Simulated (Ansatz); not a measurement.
Crystal: TaN.

```
Ta N
1.0
     0.00000    2.49114    2.49114
     2.49114    0.00000    2.49114
     2.49114    2.49114    0.00000
Ta N
1 1
Direct
  0.00000 0.00000 0.00000
  0.25000 0.25000 0.25000
```

The cell comes from a database or a generator and needn't be the stable form of this composition.

| Property | Result |
| --- | --- |
| Program | Ansatz 0.2.0 |
| Task | relaxation of cell and atoms |
| Functional | PBEsol |
| Potentials or basis | Ansatz PAW |
| Cutoff | 420 eV (not typed: the program's choice for these potentials) |
| k mesh | 9 × 9 × 9 |
| Occupations | fermi-dirac, width 0.05 eV |
| Spin | no spin polarisation |
| Hubbard terms | Ta d U = 8 eV |

At the start: volume 15.46 Å³/atom.

How do energy, volume and symmetry change on relaxing?

It ends after 8 steps and the volume is 13.70 Å³/atom (-11.4 %); space group F-43m (No. 216, to 0.05 Å).

Step by step:
| step | energy change (eV) | largest force (eV/Å) | volume (Å³) |
| --- | --- | --- | --- |
| 1 | 0.0000 | 0.0000 | 30.92 |
| 2 | -0.2390 | 0.0000 | 26.51 |
| 3 | -0.2582 | 0.0000 | 27.62 |
| 4 | -0.2595 | 0.0000 | 27.44 |
| 5 | -0.2595 | 0.0000 | 27.43 |
| 6 | -0.2551 | 0.0000 | 27.43 |
| 7 | -0.2553 | 0.0000 | 27.39 |
| 8 | -0.2553 | 0.0000 | 27.39 |

Final structure:
```xyz
2
Lattice="0.0000 2.3926 2.3926 2.3926 0.0000 2.3926 2.3926 2.3926 0.0000" Properties=species:S:1:pos:R:3 pbc="T T T"
Ta    0.0000    0.0000    0.0000
N     1.1963    1.1963    1.1963
```

Caveat: the plane-wave basis is chosen anew once the cell has moved, so the energies of steps on either side of that aren't comparable; the pressure holds a Pulay correction of +0.4 GPa for the finite cutoff; U without spin polarisation on a metal has little footing; the PAW data sets come from PBE, with cores solved anew for the run's functional, which leaves a small shift of forces and pressure.
